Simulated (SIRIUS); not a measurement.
**CdSe in SIRIUS: convergence with radial points in a sphere**

Crystal: CdSe.

```
CELL_PARAMETERS angstrom
0.00000 3.07027 3.07027
3.07027 0.00000 3.07027
3.07027 3.07027 0.00000
ATOMIC_POSITIONS crystal
Cd 0.00000 0.00000 0.00000
Se 0.25000 0.25000 0.25000
```

Measurements of this composition are mostly on another form, of space group No. 186.

```yaml
Program: SIRIUS 7.12.0
Task: convergence study
Functional: PBEsol
Potentials_or_basis: all-electron FP-LAPW
Cutoff: 168 eV
Basis: apw+lo standard
k_mesh: 8 × 8 × 8
Occupations: fermi-dirac, width 0.05 eV
Spin: no spin polarisation
```

These are the settings of the first run; the series varies radial points in a sphere, with any setting tied to it.

Hardware: 1 thread of Arm Neoverse V2 (shared host).

Problem. The values tried are 200, 300, 450, 700, 1000, 1500, loosest first. From which on does the energy stay within 1 meV/atom of the tightest run that finished?

Solution. From 700 on.

| radial points in a sphere | energy less the tightest run, at zero smearing (meV/atom) | SCF cycles | CPU time (s) | peak memory (GiB) |
| --- | --- | --- | --- | --- |
| 200 | -37.09 | 9 | 52 | 0.45 |
| 300 | -7.37 | 8 | 49 | 0.46 |
| 450 | -1.44 | 8 | 52 | 0.46 |
| 700 | -0.24 | 8 | 56 | 0.49 |
| 1000 | -0.05 | 8 | 63 | 0.54 |
| 1500 | 0.00 | 8 | 72 | 0.62 |

The tightest run that finished is the yardstick and may itself not be fully converged.
